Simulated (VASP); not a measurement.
Crystal: KBr.

```
CELL_PARAMETERS angstrom
0.00000 3.30000 3.30000
3.30000 0.00000 3.30000
3.30000 3.30000 0.00000
ATOMIC_POSITIONS crystal
Br 0.50000 0.50000 0.50000
K 0.00000 0.00000 0.00000
```

```yaml
Program: VASP 6.6.1
Task: single point
Functional: PBE
Potentials_or_basis: VASP PAW PBE potentials, release 64 (Br, K_sv)
Cutoff: 520 eV
k_mesh: 7 × 7 × 7
Occupations: fermi-dirac, width 0.05 eV
Spin: no spin polarisation
```

On this cell: pressure 0.8 GPa; largest force zero by symmetry; band gap on the k mesh 4.43 eV, direct.

The same run follows on a disturbed copy (atoms moved at random, drawn with an rms of 0.05 Å):

```
CELL_PARAMETERS angstrom
0.00000 3.30000 3.30000
3.30000 0.00000 3.30000
3.30000 3.30000 0.00000
ATOMIC_POSITIONS crystal
Br 0.49814 0.50499 0.50480
K 0.99673 0.01319 0.99466
```

**Question.** What does the disturbed cell give?

**Answer.** The energy moves by +0.6 meV/atom; pressure 0.8 GPa; largest force 0.056 eV/Å; band gap on the k mesh 4.43 eV, direct.

Forces on the atoms (eV/Å):
```
Br  -0.008 -0.047  0.028
K    0.008  0.047 -0.028
```

Caveats: an odd mesh through Γ misses points on the zone boundary, where band edges often lie.
